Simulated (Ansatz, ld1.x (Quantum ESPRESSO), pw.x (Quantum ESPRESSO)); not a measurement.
## Ir: does the TM potential hold in the solid?

| Quantity | Value |
| --- | --- |
| Element | iridium (Ir) |
| Generator | ld1.x (Quantum ESPRESSO) 7.5 |
| Type | norm-conserving Troullier–Martins (Kleinman–Bylander form) |
| Functional | PBE |
| Relativity | scalar-relativistic |
| Frozen core | [Xe] 4f14 |
| Valence charge | 9 |
| Reference configuration | 5d6 6s0 6p0 (charge +3) |
| Partial waves | 6s (bound, empty): rc 1.65 bohr; 6p (bound, empty): rc 2.30 bohr; 5d (bound): rc 1.40 bohr; 5f channel at -0.15 Ry: rc 2.20 bohr |
| Local potential | all-electron potential smoothed inside 2.25 bohr (lloc = -2) |
| Core correction | Bessel-smoothed model core inside 0.95 bohr |

Atomic tests: cutoffs needed: 40 Ry and 70 Ry (the cutoffs (Ry, on a coarse ladder) from which the occupation-weighted sum of valence levels, in a spherical-Bessel basis at the reference potential, stays within 10 and 1 mRy of its value at 400 Ry); ghost test: no extra level below or beside the all-electron valence levels (s, p, d, f tested) (spherical-Bessel basis up to 400 Ry, 20 bohr box); largest excitation error: -161 meV (all-electron minus pseudo) for 5d5 6s0 6p0, out of 7 test configurations.

Crystal test: bcc Ir in pw.x 7.5, no spin, 15³ k-points, Fermi–Dirac smearing 0.01 Ry, cutoffs 85/340 Ry. The reference is all-electron LAPW (Ansatz 0.2.0) with the same functional, mesh and smearing; V0 and B0 come from Birch–Murnaghan fits to the pressures at five volumes. Errors are pseudo minus all-electron; Δ is the rms difference of the E(V) curves that follow from these fits, minima aligned, over ±6 % about the mean V0. Mesh and smearing are coarse, so the numbers serve the comparison and aren't converged zero-temperature values; the lattice is a test structure that the element need not adopt.

All-electron: a0 = 3.113 Å (V0 = 15.09 Å³/atom), B0 = 303.1 GPa.

Question: How far does the potential miss the all-electron equation of state?

Answer: mean pressure error (GPa): -11.00; a0 (Å): 3.076; a0 error (%): -1.21; B0 error (%): +9.8; Δ (meV/atom): 37.5. This is a poor potential for the solid. The logarithmic derivative shows an extra or strongly shifted pseudo pole above the reference energy (p near 0.24 Ry).

| V (Å³/atom) | P all-electron (GPa) | P pseudo (GPa) |
| --- | --- | --- |
| 14.401 | 15.87 | 3.42 |
| 14.780 | 6.56 | -5.10 |
| 15.159 | -1.43 | -12.37 |
| 15.538 | -8.29 | -18.57 |
| 15.917 | -14.17 | -23.84 |

Question: At the middle volume, how do free energy and pressure move when the wave cutoff is lowered (ecutrho kept at four times it)?

Answer:

```
cutoff (Ry)  shift of F (meV/atom)  shift of P (GPa)
         38                 +149.7             -3.36
         51                 +116.7             -0.80
         68                  +30.1             -1.52
```

Input at the middle volume:

```
&control
  calculation='scf', prefix='x', pseudo_dir='./', outdir='./tmp', tstress=.true., disk_io='none'
/
&system
  ibrav=0, nat=1, ntyp=1, ecutwfc=85, ecutrho=340, nbnd=12,
  occupations='smearing', smearing='fd', degauss=0.01
/
&electrons
  conv_thr=1e-09, mixing_beta=0.4, electron_maxstep=70
/
ATOMIC_SPECIES
Ir 1.0 Ir.UPF
CELL_PARAMETERS angstrom
  -1.55908641 1.55908641 1.55908641
  1.55908641 -1.55908641 1.55908641
  1.55908641 1.55908641 -1.55908641
ATOMIC_POSITIONS crystal
Ir 0.0000 0.0000 0.0000
K_POINTS automatic
15 15 15 0 0 0
```

```bash
pw.x < Ir.scf.in > Ir.scf.out
```

Lines of the output:

```
Message from routine setup:
     using ibrav=0 with symmetry is DISCOURAGED, use correct ibrav instead
     lattice parameter (alat)  =       5.1030  a.u.
     unit-cell volume          =     102.2980 (a.u.)^3
     number of electrons       =         9.00
     number of Kohn-Sham states=           12
     kinetic-energy cutoff     =      85.0000  Ry
     charge density cutoff     =     340.0000  Ry
     scf convergence threshold =      1.0E-09
     Exchange-correlation= PBE
     number of k points=   120  Fermi-Dirac smearing, width (Ry)=  0.0100
     iteration #  1     ecut=    85.00 Ry     beta= 0.40
     total energy              =     -96.24144500 Ry
     estimated scf accuracy    <       3.62797169 Ry
     iteration #  2     ecut=    85.00 Ry     beta= 0.40
     total energy              =     -96.36658245 Ry
     estimated scf accuracy    <       0.30297216 Ry
     iteration #  3     ecut=    85.00 Ry     beta= 0.40
     total energy              =     -96.44115590 Ry
     estimated scf accuracy    <       0.00439966 Ry
     iteration #  4     ecut=    85.00 Ry     beta= 0.40
     total energy              =     -96.44402960 Ry
     estimated scf accuracy    <       0.00019914 Ry
     iteration #  5     ecut=    85.00 Ry     beta= 0.40
     total energy              =     -96.44401807 Ry
     estimated scf accuracy    <       0.00021038 Ry
     iteration #  6     ecut=    85.00 Ry     beta= 0.40
     total energy              =     -96.44404856 Ry
     estimated scf accuracy    <       0.00000427 Ry
     iteration #  7     ecut=    85.00 Ry     beta= 0.40
     total energy              =     -96.44404804 Ry
     estimated scf accuracy    <       0.00000124 Ry
     iteration #  8     ecut=    85.00 Ry     beta= 0.40
     total energy              =     -96.44404845 Ry
     estimated scf accuracy    <       0.00000027 Ry
     iteration #  9     ecut=    85.00 Ry     beta= 0.40
     total energy              =     -96.44404852 Ry
     estimated scf accuracy    <          4.4E-09 Ry
     iteration # 10     ecut=    85.00 Ry     beta= 0.40
     the Fermi energy is    17.5749 ev
!    total energy              =     -96.44404852 Ry
     estimated scf accuracy    <          4.5E-11 Ry
     smearing contrib. (-TS)   =      -0.00982820 Ry
     The total energy is F=E-TS. E is the sum of the following terms:
     one-electron contribution =      17.63179204 Ry
     hartree contribution      =       2.19093645 Ry
     xc contribution           =     -66.23093648 Ry
     ewald contribution        =     -50.02601233 Ry
     convergence has been achieved in  10 iterations
          total   stress  (Ry/bohr**3)                   (kbar)     P=     -123.67
     Message from routine punch:
     Nothing written, as per user request (disk_io='none')
```

The run at the middle volume (120 k-points, 10 iterations) took about 27 s on one core of a shared host (Neoverse-V1, 32 threads, 247 GiB, load 25).
